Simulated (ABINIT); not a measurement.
Crystal: Ge.

```
Ge
1.0
    -2.49590    2.65086    1.43695
     2.49590   -2.65086    1.43695
     2.49590    2.65086   -1.43695
Ge
2
Direct
  0.31406 0.06406 0.25000
  0.68594 0.93594 0.75000
```

This isn't the form of Ge at room conditions, which is diamond.

Base run:

| Quantity | Value |
| --- | --- |
| Program | ABINIT 10.8.3 (patched build) |
| Functional | PBEsol |
| Potentials or basis | PseudoDojo NC SR PBEsol v0.4.1 standard |
| Cutoff | 1061 eV |
| k mesh | 8 × 8 × 8 |
| Occupations | fermi-dirac, width 0.05 eV |
| Spin | no spin polarisation |

Its results: band gap on the k mesh none (metal or under the smearing width); pressure -2.6 GPa; largest force 0.020 eV/Å.

Question: The run is repeated on the same cell with these changes: functional from PBEsol to LDA; potentials or basis from PseudoDojo NC SR PBEsol v0.4.1 standard to PseudoDojo NC SR LDA v0.4.1 standard; cutoff from 1061 eV to 1088 eV. What comes out?

Answer: Band gap on the k mesh none (metal or under the smearing width); pressure -4.4 GPa; largest force 0.024 eV/Å.

Not every run made on this cell is shown here.
